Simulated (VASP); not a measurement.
# Ge (Fd-3m) in VASP: notebook

One crystal, Ge, is run at these levels: PBE; tasks: single point.

Program: VASP 6.6.1. These are calculated values, not measurements. Logs are shortened: lines on timing, memory, paths and dates and some standing lists are left out, and cuts for length are marked.

## (1) The undisturbed crystal

The structure is cubic, space group Fd-3m (No. 227). Conventional cell: a = 5.658 Å, b = 5.658 Å, c = 5.658 Å, α = 90.00°, β = 90.00°, γ = 90.00°. Ge (site symmetry -43m) is surrounded by 4 Ge at 2.45 Å.

## (2) Single point, PBE (a relaxed cell with its volume scaled by 0.97)

INCAR

```
SYSTEM = Ge
PREC = Accurate
ENCUT = 350
EDIFF = 1E-7
ISMEAR = 0
SIGMA = 0.02
LREAL = .False.
LASPH = .True.
NELM = 100
ALGO = Normal
ISIF = 2
LWAVE = .False.
LCHARG = .False.
GGA = PE
NBANDS = 21
```

KPOINTS

```
Automatic mesh
0
Gamma
  10 10 10
  0 0 0
```

POSCAR

```
Ge                                      
1.0
    0.0000000000      2.8499440361      2.8499440361
    2.8499440361      0.0000000000      2.8499440361
    2.8499440361      2.8499440361      0.0000000000
  Ge            
     2
Direct
     0.0000000000000000    0.0000000000000000    0.0000000000000000
     0.2500000000000000    0.2500000000000000    0.2500000000000000
```

Potentials or basis: VASP PAW PBE potentials, release 64 (Ge_d).

Run with:

```bash
$ cat potpaw_PBE.64/Ge_d/POTCAR > POTCAR
$ mpirun -np 1 vasp_std > vasp.out
```

OUTCAR:

```text
SYSTEM = Ge
   PREC = Accurate
   ENCUT = 350
   EDIFF = 1E-7
   ISMEAR = 0
   LREAL = .False.
   LASPH = .True.
   NELM = 100
   ISIF = 2
   GGA = PE

 ion  position               nearest neighbor table
   1  0.000  0.000  0.000-   2 2.47   2 2.47   2 2.47   2 2.47
   2  0.250  0.250  0.250-   1 2.47   1 2.47   1 2.47   1 2.47

  LATTYP: Found a face centered cubic cell.
 ALAT       =     5.6998880722

  Lattice vectors:

 A1 = (   0.0000000000,   2.8499440361,   2.8499440361)
 A2 = (   2.8499440361,   0.0000000000,   2.8499440361)
 A3 = (   2.8499440361,   2.8499440361,   0.0000000000)

Analysis of symmetry for initial positions (statically):
=====================================================================
 Subroutine PRICEL returns:
 Original cell was already a primitive cell.

 Routine SETGRP: Setting up the symmetry group for a
 face centered cubic supercell.

 Subroutine GETGRP returns: Found 48 space group operations
 (whereof 24 operations were pure point group operations)
 out of a pool of 48 trial point group operations.

The static configuration has the point symmetry T_d .
 The point group associated with its full space group is O_h .

Analysis of symmetry for dynamics (positions and initial velocities):
=====================================================================
 Subroutine PRICEL returns:
 Original cell was already a primitive cell.

 Routine SETGRP: Setting up the symmetry group for a
 face centered cubic supercell.

 Subroutine GETGRP returns: Found 48 space group operations
 (whereof 24 operations were pure point group operations)
 out of a pool of 48 trial point group operations.

The dynamic configuration has the point symmetry T_d .
 The point group associated with its full space group is O_h .

 Subroutine INISYM returns: Found 48 space group operations
 (whereof 24 operations are pure point group operations),
 and found     1 'primitive' translations

----------------------------------------------------------------------------------------

                                     Primitive cell

  volume of cell :      46.2955

  direct lattice vectors                    reciprocal lattice vectors
     0.000000000  2.849944036  2.849944036    -0.175442042  0.175442042  0.175442042
     2.849944036  0.000000000  2.849944036     0.175442042 -0.175442042  0.175442042
     2.849944036  2.849944036  0.000000000     0.175442042  0.175442042 -0.175442042

  length of vectors
     4.030429508  4.030429508  4.030429508     0.303874530  0.303874530  0.303874530

  position of ions in fractional coordinates (direct lattice)
     0.000000000  0.000000000  0.000000000
     0.250000000  0.250000000  0.250000000

  ion indices of the primitive-cell ions
   primitive index   ion index
                 1           1
                 2           2

----------------------------------------------------------------------------------------

 KPOINTS: Automatic mesh

Automatic generation of k-mesh.
 Grid dimensions read from file:
 generate k-points for:   10   10   10

 Generating k-lattice:

  Cartesian coordinates                     Fractional coordinates (reciprocal lattice)
    -0.017544204  0.017544204  0.017544204     0.100000000  0.000000000  0.000000000
     0.017544204 -0.017544204  0.017544204     0.000000000  0.100000000  0.000000000
     0.017544204  0.017544204 -0.017544204     0.000000000  0.000000000  0.100000000

  Length of vectors
     0.030387453  0.030387453  0.030387453

  Shift w.r.t. Gamma in fractional coordinates (k-lattice)
     0.000000000  0.000000000  0.000000000

 Subroutine IBZKPT returns following result:
 ===========================================

 Found     47 irreducible k-points:

 Following reciprocal coordinates:
            Coordinates               Weight
  0.000000  0.000000  0.000000      1.000000
  0.100000  0.000000  0.000000      8.000000
  0.200000  0.000000  0.000000      8.000000
  0.300000  0.000000  0.000000      8.000000
  0.400000  0.000000  0.000000      8.000000
  0.500000  0.000000  0.000000      4.000000
[... 16 lines left out ...]
  0.300000  0.300000  0.000000      6.000000
  0.400000  0.300000  0.000000     24.000000
 [... further k-points ...]
   k-points           NKPTS =     47   k-points in BZ     NKDIM =     47   number of bands    NBANDS=     21
   number of dos      NEDOS =    301   number of ions     NIONS =      2
   total plane-waves  NPLWV =  21952
   dimension x,y,z NGX =    28 NGY =   28 NGZ =   28
   dimension x,y,z NGXF=    56 NGYF=   56 NGZF=   56
   ions per type =               2
   NGX,Y,Z   is equivalent  to a cutoff of  11.55, 11.55, 11.55 a.u.
   NGXF,Y,Z  is equivalent  to a cutoff of  23.10, 23.10, 23.10 a.u.
 SYSTEM =  Ge
   PREC   = accura    normal or accurate (medium, high low for compatibility)
   ISTART =      0    job   : 0-new  1-cont  2-samecut
   ICHARG =      2    charge: 1-file 2-atom 10-const
   ISPIN  =      1    spin polarized calculation?
   LNONCOLLINEAR =      F non collinear calculations
   LSORBIT =      F    spin-orbit coupling
   LASPH  =      T    aspherical Exc in radial PAW
   ENCUT  =  350.0 eV  25.72 Ry    5.07 a.u.   6.15  6.15  6.15*2*pi/ulx,y,z
   NELM   =    100;   NELMIN=  2; NELMDL= -5     # of ELM steps
   EDIFF  = 0.1E-06   stopping-criterion for ELM
   LREAL  =      F    real-space projection
   EDIFFG = 0.1E-05   stopping-criterion for IOM
   NSW    =      0    number of steps for IOM
   IBRION =     -1    ionic relax: 0-MD 1-quasi-New 2-CG
   NFREE  =      0    steps in history (QN), initial steepest desc. (CG)
   ISIF   =      2    stress and relaxation
   ISYM   =      2    0-nonsym 1-usesym 2-fastsym
   POTIM  = 0.5000    time-step for ionic-motion
   TEBEG  =    0.0;   TEEND  =   0.0 temperature during run
   PSTRESS=    0.0 pullay stress
   NELECT =      28.0000    total number of electrons
   NUPDOWN=      -1.0000    fix difference up-down
   EMIN   =  10.00;   EMAX   =-10.00  energy-range for DOS
   EFERMI =   0.00;   METHOD = LEGACY
   ISMEAR =     0;   SIGMA  =   0.02  broadening in eV -4-tet -1-fermi 0-gaus
   EFERMI_NEDOS =   21; number of points for ismear=-14 and -15
   IALGO  =     38    algorithm
   IMIX   =      4    mixing-type and parameters
     AMIX     =   0.40;   BMIX     =  1.00
     AMIX_MAG =   1.60;   BMIX_MAG =  1.00
  volume/ion in A,a.u.               =      23.15       156.21
  Fermi-wavevector in a.u.,A,eV,Ry     =   1.384462  2.616255 26.078780  1.916736
  Thomas-Fermi vector in A             =   2.508964
   LORBIT       =      0    0 simple, 1 ext, 2 COOP (PROOUT), +10 PAW based schemes
   GGA     = PE    functional components
   LHFCALC =     F    Hartree Fock is set to
   AEXX    =    0.0000 exact exchange contribution
   IVDW    =     0    specifies the selected vdW correction
   LEPSILON=     F    determine dielectric tensor
   LRPA    =     F    only Hartree local field effects (RPA)
 non-spin polarized calculation
 Gauss-broadening in eV      SIGMA  =   0.02
  energy-cutoff  :      350.00
  volume of cell :       46.30
 maximum number of plane-waves:       701
 NGX is ok and might be reduce to    28
   NGX = 13   NGY = 13   NGZ = 13

 number of electron      27.9999974 magnetization

 Free energy of the ion-electron system (eV)
  ---------------------------------------------------
  ext. energy  EPLUGINS =         0.00000000
  ---------------------------------------------------
  free energy    TOTEN  =        -9.02701521 eV

  energy without entropy =       -9.02698436  energy(sigma->0) =       -9.02699979

 E-fermi :   4.7833     XC(G=0):  -9.8193

 val. band max:        4.7771911995   @ k =   0.0000   0.0000   0.0000
 cond. band min:       4.8955835002   @ k =   0.5000   0.0000   0.0000
 fundamental gap:      0.1183923007
 Fermi energy:         4.7832786120

 k-point     1 :       0.0000    0.0000    0.0000
  band No.  band energies     occupation
      1     -19.9895      2.00000
      2     -19.9895      2.00000
      3     -19.9895      2.00000
      4     -19.9551      2.00000
      5     -19.9551      2.00000
      6     -19.7563      2.00000
[... 13 lines left out ...]
     20      14.2023      0.00000
     21      14.2023      0.00000

 k-point     2 :       0.1000    0.0000    0.0000
  band No.  band energies     occupation
      1     -19.9949      2.00000
      2     -19.9949      2.00000
      3     -19.9879      2.00000
      4     -19.9476      2.00000
      5     -19.9476      2.00000
      6     -19.7649      2.00000
[... 13 lines left out ...]
     20      13.5124      0.00000
     21      13.5124      0.00000

 k-point     3 :       0.2000    0.0000    0.0000
  band No.  band energies     occupation
      1     -20.0033      2.00000
      2     -20.0033      2.00000
      3     -19.9838      2.00000
      4     -19.9343      2.00000
      5     -19.9343      2.00000
      6     -19.7763      2.00000
[... 13 lines left out ...]
     20      13.0166      0.00000
     21      13.0166      0.00000

 k-point     4 :       0.3000    0.0000    0.0000
  band No.  band energies     occupation
      1     -20.0091      2.00000
      2     -20.0091      2.00000
      3     -19.9786      2.00000
      4     -19.9233      2.00000
      5     -19.9233      2.00000
      6     -19.7846      2.00000
[... 13 lines left out ...]
     20      13.3767      0.00000
     21      13.3767      0.00000

 k-point     5 :       0.4000    0.0000    0.0000
  band No.  band energies     occupation
      1     -20.0118      2.00000
      2     -20.0118      2.00000
      3     -19.9743      2.00000
      4     -19.9173      2.00000
      5     -19.9173      2.00000
      6     -19.7885      2.00000
[... 13 lines left out ...]
     20      14.5792      0.00000
     21      14.5792      0.00000
[... 382 lines left out ...]
     20      14.0267      0.00000
     21      16.0327      0.00000

 k-point    22 :      -0.2000    0.2000    0.0000
  band No.  band energies     occupation
      1     -20.0173      2.00000
      2     -20.0170      2.00000
      3     -19.9638      2.00000
      4     -19.9245      2.00000
      5     -19.9028      2.00000
      6     -19.8078      2.00000
[... 13 lines left out ...]
     20      14.5394      0.00000
     21      15.0537      0.00000

 k-point    23 :       0.3000    0.3000    0.0000
  band No.  band energies     occupation
      1     -20.0115      2.00000
      2     -20.0115      2.00000
      3     -19.9897      2.00000
      4     -19.9099      2.00000
      5     -19.8707      2.00000
      6     -19.8598      2.00000
[... 13 lines left out ...]
     20      15.7168      0.00000
     21      15.8572      0.00000

 k-point    24 :       0.4000    0.3000    0.0000
  band No.  band energies     occupation
      1     -20.0212      2.00000
      2     -20.0159      2.00000
      3     -19.9741      2.00000
      4     -19.8957      2.00000
      5     -19.8763      2.00000
      6     -19.8545      2.00000
[... 13 lines left out ...]
     20      16.2926      0.00000
     21      16.4392      0.00000

 [... further k-points ...]
[... 5 lines left out ...]
  --------------------------------------------------------------------------------------
  -------------------------------------------------------------------------------------
  Total        0.5607916      0.5607916      0.5607916     -0.0000000     -0.0000000      0.0000000
  in kB       19.4076555     19.4076555     19.4076555     -0.0000000     -0.0000000      0.0000000
  external PRESSURE =      19.4076555 kB  Pullay stress =       0.0000000 kB

 VOLUME and BASIS-vectors are now :
 -----------------------------------------------------------------------------
  energy-cutoff  :      350.00
  volume of cell :       46.30
      direct lattice vectors                 reciprocal lattice vectors
     0.000000000  2.849944036  2.849944036    -0.175442042  0.175442042  0.175442042
     2.849944036  0.000000000  2.849944036     0.175442042 -0.175442042  0.175442042
     2.849944036  2.849944036  0.000000000     0.175442042  0.175442042 -0.175442042

 POSITION                                       TOTAL-FORCE (eV/Angst)
 -----------------------------------------------------------------------------------
      0.00000      0.00000      0.00000         0.000000      0.000000      0.000000
      1.42497      1.42497      1.42497        -0.000000     -0.000000     -0.000000
 -----------------------------------------------------------------------------------
    total drift:                                0.000000      0.000000      0.000000

  FREE ENERGIE OF THE ION-ELECTRON SYSTEM (eV)
  ---------------------------------------------------
  free  energy   TOTEN  =        -9.0270152121 eV

  energy  without entropy=       -9.0269843597  energy(sigma->0) =       -9.02699979
```

Run time: 15 s. Hardware: 1 thread of Intel Xeon 6975P-C (Granite Rapids), shared host; peak memory 0.16 GiB.

Results:

```yaml
Free_energy: -9.0270 eV
Band_gap_on_the_k_mesh: none (metal or under the smearing width)
```

Caveat: the cutoff is under 1.25 times the usual one of these potentials, so pressure, stress and relaxed cells hold a basis-set (Pulay) error.

## (3) Single point, PBE (a relaxed cell with its volume scaled by 1.03)

INCAR is that of step 2.

KPOINTS is that of step 2.

POSCAR

```
Ge                                      
1.0
    0.0000000000      2.9075341792      2.9075341792
    2.9075341792      0.0000000000      2.9075341792
    2.9075341792      2.9075341792      0.0000000000
  Ge            
     2
Direct
     0.0000000000000000    0.0000000000000000    0.0000000000000000
     0.2500000000000000    0.2500000000000000    0.2500000000000000
```

Potentials or basis: VASP PAW PBE potentials, release 64 (Ge_d).

Run with:

```bash
$ cat potpaw_PBE.64/Ge_d/POTCAR > POTCAR
$ mpirun -np 1 vasp_std > vasp.out
```

Wall time 14 s (1 thread of Intel Xeon 6975P-C (Granite Rapids), shared host); peak memory 0.16 GiB.

It converged, with:

```
Free energy            : -9.0293 eV
Band gap on the k mesh : none (metal or under the smearing width)
```

Levels at points of the mesh, in eV from the Fermi level:
```
           k point  band 11  band 12  band 13  band 14  band 15  band 16  band 17  band 18
(0.00, 0.00, 0.00)   -12.12    -0.64     0.05     0.05     0.05     2.57     2.57     2.57
(0.50, 0.00, 0.00)   -10.23    -7.20    -1.23    -1.23     0.00     3.75     3.75     7.13
(0.50, 0.50, 0.00)    -8.54    -8.54    -2.75    -2.75     0.90     0.90     8.90     8.90
```

Caveat: the cutoff is under 1.25 times the usual one of these potentials, so pressure, stress and relaxed cells hold a basis-set (Pulay) error.

## (4) Single point, PBE (a relaxed cell with its volume scaled by 0.94)

INCAR is that of step 3.

KPOINTS is that of step 3.

POSCAR

```
Ge                                      
1.0
    0.0000000000      2.8202549601      2.8202549601
    2.8202549601      0.0000000000      2.8202549601
    2.8202549601      2.8202549601      0.0000000000
  Ge            
     2
Direct
     0.0000000000000000    0.0000000000000000    0.0000000000000000
     0.2500000000000000    0.2500000000000000    0.2500000000000000
```

Potentials or basis: VASP PAW PBE potentials, release 64 (Ge_d).

Run with:

```bash
$ cat potpaw_PBE.64/Ge_d/POTCAR > POTCAR
$ mpirun -np 1 vasp_std > vasp.out
```

OUTCAR:

```text
SYSTEM = Ge
   PREC = Accurate
   ENCUT = 350
   EDIFF = 1E-7
   ISMEAR = 0
   LREAL = .False.
   LASPH = .True.
   NELM = 100
   ISIF = 2
   GGA = PE

 ion  position               nearest neighbor table
   1  0.000  0.000  0.000-   2 2.44   2 2.44   2 2.44   2 2.44
   2  0.250  0.250  0.250-   1 2.44   1 2.44   1 2.44   1 2.44

  LATTYP: Found a face centered cubic cell.
 ALAT       =     5.6405099202

  Lattice vectors:

 A1 = (   0.0000000000,   2.8202549601,   2.8202549601)
 A2 = (   2.8202549601,   0.0000000000,   2.8202549601)
 A3 = (   2.8202549601,   2.8202549601,   0.0000000000)
[... 190 lines left out ...]
      4     -19.6929      2.00000
      5     -19.6929      2.00000
      6     -19.4774      2.00000
[... 565 lines left out ...]
     20      16.8139      0.00000
     21      16.8855      0.00000

 [... further k-points ...]
[... 5 lines left out ...]
  --------------------------------------------------------------------------------------
  -------------------------------------------------------------------------------------
  Total        1.1881278      1.1881278      1.1881278      0.0000000      0.0000000      0.0000000
  in kB       42.4305482     42.4305482     42.4305482      0.0000000      0.0000000      0.0000000
  external PRESSURE =      42.4305482 kB  Pullay stress =       0.0000000 kB

 VOLUME and BASIS-vectors are now :
 -----------------------------------------------------------------------------
  energy-cutoff  :      350.00
  volume of cell :       44.86
      direct lattice vectors                 reciprocal lattice vectors
     0.000000000  2.820254960  2.820254960    -0.177288936  0.177288936  0.177288936
     2.820254960  0.000000000  2.820254960     0.177288936 -0.177288936  0.177288936
     2.820254960  2.820254960  0.000000000     0.177288936  0.177288936 -0.177288936

 POSITION                                       TOTAL-FORCE (eV/Angst)
 -----------------------------------------------------------------------------------
      0.00000      0.00000      0.00000         0.000000      0.000000      0.000000
      1.41013      1.41013      1.41013        -0.000000     -0.000000     -0.000000
 -----------------------------------------------------------------------------------
    total drift:                               -0.000000     -0.000000      0.000000

  FREE ENERGIE OF THE ION-ELECTRON SYSTEM (eV)
  ---------------------------------------------------
  free  energy   TOTEN  =        -8.9990579992 eV

  energy  without entropy=       -8.9990579938  energy(sigma->0) =       -8.99905800
```

Run time: 8.6 s. Hardware: 1 thread of Intel Xeon 6975P-C (Granite Rapids), shared host; peak memory 0.14 GiB.

What came out:

```yaml
Free_energy: -8.9991 eV
Band_gap_on_the_k_mesh: 0.12 eV, direct
```

Caveat: the cutoff is under 1.25 times the usual one of these potentials, so pressure, stress and relaxed cells hold a basis-set (Pulay) error. A k mesh can miss the band edges.

## (5) Single point, PBE (a relaxed cell with its volume scaled by 1.06)

INCAR is that of step 4.

KPOINTS is that of step 4.

POSCAR

```
Ge                                      
1.0
    0.0000000000      2.9354929538      2.9354929538
    2.9354929538      0.0000000000      2.9354929538
    2.9354929538      2.9354929538      0.0000000000
  Ge            
     2
Direct
     0.0000000000000000    0.0000000000000000    0.0000000000000000
     0.2500000000000000    0.2500000000000000    0.2500000000000000
```

Run with:

```bash
$ cat potpaw_PBE.64/Ge_d/POTCAR > POTCAR
$ mpirun -np 1 vasp_std > vasp.out
```

Run time: 15 s. Hardware: 1 thread of Intel Xeon 6975P-C (Granite Rapids), shared host; peak memory 0.16 GiB.

It converged, with:

```yaml
Free_energy: -9.0091 eV
Band_gap_on_the_k_mesh: none (metal or under the smearing width)
```

Levels at points of the mesh, in eV from the Fermi level:
| k point | band 12 | band 13 | band 14 | band 15 | band 16 | band 17 |
| --- | --- | --- | --- | --- | --- | --- |
| (0.00, 0.00, 0.00) | -0.81 | 0.13 | 0.13 | 0.13 | 2.63 | 2.63 |
| (0.50, 0.00, 0.00) | -7.01 | -1.12 | -1.12 | 0.00 | 3.80 | 3.80 |
| (0.50, 0.50, 0.00) | -8.37 | -2.58 | -2.58 | 1.00 | 1.00 | 8.75 |

Caveat: the cutoff is under 1.25 times the usual one of these potentials, so pressure, stress and relaxed cells hold a basis-set (Pulay) error.

## (6) The runs side by side

```tsv
cell	gap on the mesh (eV)
a relaxed cell with its volume scaled by 0.97	none
a relaxed cell with its volume scaled by 1.03	none
a relaxed cell with its volume scaled by 0.94	0.12
a relaxed cell with its volume scaled by 1.06	none
```

Alike in all rows: task single point; level PBE; potentials or basis VASP PAW PBE potentials, release 64 (Ge_d); no spin polarisation; k mesh 10 × 10 × 10; cutoff (eV) 350; smearing gaussian 0.02 eV.

Caveats: the cutoff is under 1.25 times the usual one of these potentials, so pressure, stress and relaxed cells hold a basis-set (Pulay) error.

Absolute energies hang on the potentials; compare differences alone.
